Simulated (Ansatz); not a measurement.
## Response of TePb to small distortions

```yaml
crystal:
  lattice:
    - [4.00229, 0.00000, 0.00000]
    - [0.00000, 4.00229, 0.00000]
    - [0.00000, 0.00000, 4.00229]
  atoms:
    - { symbol: Te, position: [0.50000, 0.50000, 0.50000] }
    - { symbol: Pb, position: [0.00000, 0.00000, 0.00000] }
```

Atom numbers follow the list: Te1, Pb2.

Structure from Materials Project entry mp-20943 (possibly hypothetical), not relaxed further.

Spin–orbit coupling is left out, though it moves levels of the heavy atoms by tenths of an eV or more.

The calculation used Ansatz 0.2.0, DFT, PBE, all-electron PAW with datasets made for the crystal, scalar-relativistic.

Numerical set-up: a Γ-centred 10×10×10 k mesh, Fermi–Dirac smearing of 0.08 eV, cutoff 240 eV (chosen by the program for this cell), no spin polarisation.

The unchanged cell is at -0.23 GPa.

In a metal, stresses and small energies carry noise from the k mesh.

x, y and z are the Cartesian axes of the cell as listed; fractional coordinates follow a strain, and an engineering shear is twice the off-diagonal strain component.

Task: With this change (xy engineering shear strain of +3 %), what becomes of the energy and stress?

Result: Energy change +1 meV/atom; stress change (xx, yy, zz, yz, xz, xy) 0.03, 0.03, 0.06, 0.00, 0.00, -0.34 GPa, compression positive.

Task: With this change (equal xy, yz and zx engineering shear strains of +1.5 %), what becomes of the energy and stress?

Result: Energy change under 1 meV/atom; stress change (xx, yy, zz, yz, xz, xy) 0.03, 0.03, 0.03, -0.13, -0.13, -0.13 GPa, compression positive.

Task: With this change (atom 1 (Te) moved by (0.0212, 0.0212, 0.0000) Å), what becomes of the energy and stress?

Result: Energy change under 1 meV/atom; stress change (xx, yy, zz, yz, xz, xy) 0.01, 0.01, 0.01, 0.00, 0.00, 0.01 GPa, compression positive.
